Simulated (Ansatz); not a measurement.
# Fe: stress in a strained cell

Aim: deform Fe (zz strain of +3 %) and compute stress, forces and field gradients with LAPW, PAW and all-electron datasets made for the crystal.

Computed with Ansatz 0.2.0 (DFT PBE, scalar-relativistic, unless a step's input says otherwise).

**1. Starting point**

The structure is orthorhombic, space group Fmmm (No. 69). The conventional cell has a = 2.997 Å, b = 3.883 Å, c = 3.930 Å, α = 90.00°, β = 90.00°, γ = 90.00°. Fe (site symmetry mmm) is surrounded by 12 Fe at 2.45 to 2.76 Å.

Structure file:

```cif
data_structure
_symmetry_space_group_name_H-M 'P 1'
_symmetry_Int_Tables_number 1
_cell_length_a 2.7626
_cell_length_b 2.4712
_cell_length_c 2.4527
_cell_angle_alpha 68.257
_cell_angle_beta 56.190
_cell_angle_gamma 55.553
_cell_volume 11.44
loop_
_atom_site_label
_atom_site_type_symbol
_atom_site_fract_x
_atom_site_fract_y
_atom_site_fract_z
_atom_site_occupancy
Fe1 Fe 0.00000 0.00000 0.00000 1
```

**2. The deformed structure**

Space group Fmmm before, Fmmm after.

**3. All-electron LAPW**

input.yaml reads:

```yaml
crystal:
  lattice:
    - [0.0, 1.9417396906, 2.0240583172]
    - [1.4984397099, 0.0, 2.0240583172]
    - [1.4984397099, 1.9417396906, 0.0]
  atoms:
    - { symbol: Fe, position: [0.0, 0.0, 0.0], spin: 3.0 }
magnetization:
  spin_polarized: true
kpoints:
  mp_grid: { grid: [16, 16, 16] }
  band_path:
    path:
      - [0.0, 0.0, 0.0]
      - [0.5, 0.0, 0.5]
      - [0.5, 0.238136326, 0.738136326]
      - [0.5, 0.761863674, 0.261863674]
      - [0.5, 0.5, 0.0]
      - [0.9397225375, 0.5, 0.4397225375]
      - [0.0602774625, 0.5, 0.5602774625]
      - [0.0, 0.5, 0.5]
      - [0.0654966351, 0.5654966351, 0.5]
    npoints: 5
scf:
  occupations: { method: fermi_dirac, width: 0.05 }
hamiltonian:
  xc: pbe
  pseudopotentials: { kind: all_electron, lapw: { basis_error: 0.0005 } }
output:
  forces: true
  stress: true
  eigenvalues: true
```

On the command line:

```bash
> ansatz run input.yaml --threads 1 --pin off --max-ram 3072MiB --backend cpu --events-out ev --progress --plain --runs-dir out
```

**4. PAW with frozen cores**

input.yaml reads:

```yaml
crystal:
  lattice:
    - [0.0, 1.9417396906, 2.0240583172]
    - [1.4984397099, 0.0, 2.0240583172]
    - [1.4984397099, 1.9417396906, 0.0]
  atoms:
    - { symbol: Fe, position: [0.0, 0.0, 0.0], spin: 3.0 }
magnetization:
  spin_polarized: true
kpoints:
  mp_grid: { grid: [16, 16, 16] }
scf:
  occupations: { method: fermi_dirac, width: 0.05 }
hamiltonian:
  xc: pbe
  pseudopotentials: { kind: paw }
output:
  forces: true
  stress: true
  eigenvalues: true
  efg: { contact_densities: true }
```

**5. All-electron PAW on datasets made for the crystal**

Edit input.yaml of step 4 so:

```diff
@@ -15,3 +15,3 @@
   xc: pbe
-  pseudopotentials: { kind: paw }
+  pseudopotentials: { kind: all_electron, datasets: crystal }
 output:
```

(Steps that only read results are left out.)

Before running it: what results should come out? Wanted: pressure; largest shear or deviatoric stress.

**Answer**, as computed:

| quantity | value |
| --- | --- |
| pressure | LAPW -5.45, PAW -5.26, crystal datasets -5.45 GPa |
| largest shear or deviatoric stress (LAPW) | 4.88 GPa |

What this shows: The largest part of the stress beyond the pressure is 4.88 GPa in size, in the yy component. No run of the undeformed cell stands beside it, so the pressure holds what the given cell had before the change. PAW: stress within 0.22 GPa of LAPW. Crystal datasets: stress within 0.01 GPa of LAPW. The magnetic state is the one reached from the start moments in this cell; it needn't be the ground state.
